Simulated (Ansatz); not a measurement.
Input of an Ansatz 0.2.0 run:

The input input.yaml:

```yaml
crystal:
  lattice:
    - [0.0, 2.32725273, 2.32725273]
    - [2.32725273, 0.0, 2.32725273]
    - [2.32725273, 2.32725273, 0.0]
  atoms:
    - { symbol: Cu, position: [0.0, 0.0, 0.0] }
    - { symbol: O, position: [0.25, 0.25, 0.25] }
hamiltonian:
  xc: pbe
  pseudopotentials: { kind: paw }
kpoints:
  mp_grid: { grid: [13, 13, 13] }
scf:
  occupations: { method: fermi_dirac, width: 0.05 }
output:
  forces: true
  stress: true
  eigenvalues: true
```

Potentials or basis: Ansatz PAW.

The run is started by

```sh
$ ansatz run input.yaml --threads 2 --pin off --max-ram 5632MiB --backend cpu --events-out ev --progress --plain --runs-dir out
```

Q: Predict the band gap on the k mesh.

A: None (metal or under the smearing width).

Q: Estimate the pressure.

A: -9.6 GPa.

Caveat: the pressure holds a Pulay correction of +0.6 GPa for the finite cutoff; an odd number of electrons without spin polarisation forces a metal; a magnetic or distorted state may lie lower; the run has no spin polarisation, though such a crystal can be magnetic; semilocal functionals often make such compounds metallic where correlation or magnetic order opens a gap, which also shifts bond lengths. With open d or f shells a metallic result of PBE can be an artefact of self-interaction; +U or a hybrid may open a gap.
